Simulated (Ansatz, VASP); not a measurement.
## Two plane-wave programs on CdS

```
Cd S
1.0
     0.00000    2.72672    2.72672
     2.72672    0.00000    2.72672
     2.72672    2.72672    0.00000
Cd S
1 1
Direct
  0.00000 0.00000 0.00000
  0.50000 0.50000 0.50000
```

Alike in both runs: functional r2SCAN; k mesh 14 × 14 × 14; occupations fermi-dirac, width 0.05 eV; no spin polarisation.

Ansatz relaxed the structure, and its values are those at the end. VASP's run is a single point on that final structure, the one shown.

|  | VASP | Ansatz |
| --- | --- | --- |
| version | VASP 6.6.1 | Ansatz 0.2.0 |
| potentials or method | VASP PAW PBE potentials, release 64 (Cd, S) | PAW with Ansatz's default frozen-core files, scalar-relativistic |
| plane-wave cutoff (eV) | 520 | 500 |
| valence electrons in the cell | 18 | 26 |

```csv
,VASP,Ansatz,Ansatz less VASP
pressure (GPa),0.5,0.0,-0.48
```

The two sets of potentials don't hold the same shells in valence.

Caveats: the PAW data sets were made with another functional, which shifts forces and pressure a little (VASP). A k mesh can miss the band edges.
